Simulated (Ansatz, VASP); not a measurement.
# TiN in VASP and in Ansatz

INCAR

```
SYSTEM = TiN
PREC = Accurate
ENCUT = 600
EDIFF = 1E-6
ISMEAR = -1
SIGMA = 0.025
LREAL = .False.
LASPH = .True.
NELM = 60
ALGO = Normal
ISIF = 3
LWAVE = .False.
LCHARG = .False.
GGA = PS
IBRION = 2
NSW = 80
EDIFFG = -0.002
```

KPOINTS

```
regular mesh
0
Gamma
  16 16 16
  0 0 0
```

The input POSCAR:

```
TiN
1.0
    0.0000000000      2.1200000000      2.1200000000
    2.1200000000      0.0000000000      2.1200000000
    2.1200000000      2.1200000000      0.0000000000
Ti N
1 1
Direct
    0.0000000000      0.0000000000      0.0000000000
    0.5000000000      0.5000000000      0.5000000000
```

Input for Ansatz:

```yaml
crystal:
  lattice:
    - [0.0, 2.12, 2.12]
    - [2.12, 0.0, 2.12]
    - [2.12, 2.12, 0.0]
  atoms:
    - { symbol: Ti, position: [0.0, 0.0, 0.0] }
    - { symbol: "N", position: [0.5, 0.5, 0.5] }
scf:
  occupations: { method: fermi_dirac, width: 0.025 }
output:
  forces: true
  stress: true
  eigenvalues: true
  write_density: true
  write_potential: true
  elf: true
  volumetric_format: npy
kpoints:
  mp_grid: { grid: [16, 16, 16] }
hamiltonian:
  xc: pbesol
relax:
  f_tol: 0.002
  max_steps: 60
  cell: { stress_tol: 0.02 }
```

Alike in both runs: task relaxation of cell and atoms; functional PBEsol; k mesh 16 × 16 × 16; occupations fermi-dirac, width 0.025 eV; no spin polarisation.

|  | VASP | Ansatz |
| --- | --- | --- |
| version | VASP 6.6.1 | Ansatz 0.2.0 |
| potentials or method | VASP PAW PBE potentials, release 64 (Ti_sv, N) | scalar-relativistic, plane waves, PAW |
| plane-wave cutoff (eV) | 600 | 420 |
| valence electrons in the cell | 17 | 17 |

```tsv
	VASP	Ansatz	Ansatz less VASP
gap on the k mesh at the Fermi level, each at its own relaxed structure (eV)	none	none	-
relaxed volume (Å³/atom)	9.30	9.29	-0.009
relaxed cell length with the largest relative difference (Å)	2.974	2.973	-0.0009
energy change over the relaxation (meV/atom)	-5	-6	-0.5
```

A gap of «none» marks a metal or a gap that the smearing closes.

Caveats: the PAW data sets were made with another functional, which shifts forces and pressure a little (VASP).
